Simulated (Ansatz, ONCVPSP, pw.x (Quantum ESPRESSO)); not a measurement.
**pw.x on fcc Ta: one setting changed**

Potential: optimised norm-conserving Vanderbilt (ONCV), ONCVPSP 4.0.1.1 (patched build), PBE; core [Kr] 4d10 4f14, reference 5s2 5p6 5d3 6s1.75; waves: 5s+6s: rc 1.85 bohr, ncon 3, nbas 8, qcut 5.9 1/bohr, 2 projectors; 5p: rc 1.55 bohr, ncon 4, nbas 8, qcut 7.7 1/bohr, 2 projectors, debl 3 Ha; 5d: rc 1.90 bohr, ncon 4, nbas 7, qcut 6 1/bohr, 2 projectors, debl 3.9 Ha; local part: polynomial inside 1.30 bohr (lpopt 5, dvloc0 6 Ha); core correction: Teter function, fcfact 5.25, rcfact 1.15.

The reference run (k-mesh 13³, cutoffs 65/260 Ry, Fermi–Dirac 0.01 Ry, mixing_beta 0.4, conv_thr 1e-9, no spin) gives -2.68 GPa at 18.931 Å³/atom, where all-electron LAPW gives -0.85 GPa. This run, with its own iteration cap, changes nbnd to 19.

```
&control
  calculation='scf', prefix='x', pseudo_dir='./', outdir='./tmp', tstress=.true., disk_io='none'
/
&system
  ibrav=0, nat=1, ntyp=1, ecutwfc=65, ecutrho=260, nbnd=19,
  occupations='smearing', smearing='fd', degauss=0.01
/
&electrons
  conv_thr=1e-09, mixing_beta=0.4, electron_maxstep=50
/
ATOMIC_SPECIES
Ta 1.0 Ta.UPF
CELL_PARAMETERS angstrom
  0.00000000 2.11534489 2.11534489
  2.11534489 0.00000000 2.11534489
  2.11534489 2.11534489 0.00000000
ATOMIC_POSITIONS crystal
Ta 0.0000 0.0000 0.0000
K_POINTS automatic
13 13 13 0 0 0
```

```bash
pw.x < Ta.scf.in > Ta.scf.out
```

Q: How does the run end?

A: It converges in 9 iterations; the free energy moves by +0.0 meV/atom and the pressure by +0.00 GPa. The result is that of the reference run.

```
Message from routine setup:
     using ibrav=0 with symmetry is DISCOURAGED, use correct ibrav instead
     lattice parameter (alat)  =       5.6532  a.u.
     unit-cell volume          =     127.7527 (a.u.)^3
     number of electrons       =        13.00
     number of Kohn-Sham states=           19
     kinetic-energy cutoff     =      65.0000  Ry
     charge density cutoff     =     260.0000  Ry
     scf convergence threshold =      1.0E-09
     Exchange-correlation= PBE
     number of k points=    84  Fermi-Dirac smearing, width (Ry)=  0.0100
     iteration #  1     ecut=    65.00 Ry     beta= 0.40
     total energy              =    -125.71537756 Ry
     estimated scf accuracy    <       0.10729528 Ry
     iteration #  2     ecut=    65.00 Ry     beta= 0.40
     total energy              =    -125.71526057 Ry
     estimated scf accuracy    <       0.01505260 Ry
     iteration #  3     ecut=    65.00 Ry     beta= 0.40
     total energy              =    -125.71773570 Ry
     estimated scf accuracy    <       0.00038408 Ry
     iteration #  4     ecut=    65.00 Ry     beta= 0.40
     total energy              =    -125.71775405 Ry
     estimated scf accuracy    <       0.00001875 Ry
     iteration #  5     ecut=    65.00 Ry     beta= 0.40
     total energy              =    -125.71775871 Ry
     estimated scf accuracy    <       0.00000401 Ry
     iteration #  6     ecut=    65.00 Ry     beta= 0.40
     total energy              =    -125.71775967 Ry
     estimated scf accuracy    <       0.00000012 Ry
     iteration #  7     ecut=    65.00 Ry     beta= 0.40
     total energy              =    -125.71775968 Ry
     estimated scf accuracy    <          3.9E-09 Ry
     iteration #  8     ecut=    65.00 Ry     beta= 0.40
     total energy              =    -125.71775968 Ry
     estimated scf accuracy    <          1.8E-09 Ry
     iteration #  9     ecut=    65.00 Ry     beta= 0.40
     the Fermi energy is    17.7524 ev
!    total energy              =    -125.71775968 Ry
     estimated scf accuracy    <          1.1E-13 Ry
     smearing contrib. (-TS)   =      -0.00540121 Ry
     The total energy is F=E-TS. E is the sum of the following terms:
     one-electron contribution =     -20.24419122 Ry
     hartree contribution      =      15.37612529 Ry
     xc contribution           =     -23.92662993 Ry
     ewald contribution        =     -96.91766261 Ry
     convergence has been achieved in   9 iterations
          total   stress  (Ry/bohr**3)                   (kbar)     P=      -26.75
     Message from routine punch:
     Nothing written, as per user request (disk_io='none')
```

The run took about 46 s on one core of a shared host (Neoverse-N1, 64 threads, 124 GiB, load 60).
